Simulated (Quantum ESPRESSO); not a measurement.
**NiO: Hubbard U from linear response under several settings**

```
Ni O
1.0
     0.00000    2.08590    2.08590
     2.08590    0.00000    2.08590
     2.08590    2.08590    0.00000
Ni O
1 1
Direct
  0.00000 0.00000 0.00000
  0.50000 0.50000 0.50000
```

All runs used Quantum ESPRESSO 7.5; potentials GBRV 1.5 PBE; k mesh 6 × 6 × 6; given cell; collinear spin, ferromagnetic start; cutoff 612 eV.

```csv
level,occupations,projectors,U typed (eV),q mesh,with V,state,U computed (eV)
PBE+U,"fermi-dirac, width 0.05 eV",ortho-atomic,0.0,2 × 2 × 2,no,metal,Ni 9.1
PBE+U,"smeared at first, fixed for the response",ortho-atomic,2.0,2 × 2 × 2,no,insulator,Ni 7.1
PBE+U,"smeared at first, fixed for the response",ortho-atomic,4.0,2 × 2 × 2,no,insulator,Ni 7.1
PBE+U,"smeared at first, fixed for the response",ortho-atomic,6.0,2 × 2 × 2,no,insulator,?
PBE+U,"smeared at first, fixed for the response",ortho-atomic,8.0,2 × 2 × 2,no,insulator,Ni 7.2
```

**Question.** What stands in the row left open?

**Answer.** U computed Ni 7.1 eV.

Caveats: all runs use coarse meshes; a cell with one magnetic atom can't hold antiferromagnetic order, which such compounds often take (some runs).

For the row left open. Caveat: the k mesh is coarse (spacing up to 0.43 Å⁻¹), so the values aren't converged; a cell with one magnetic atom can't hold antiferromagnetic order, which such compounds often take.
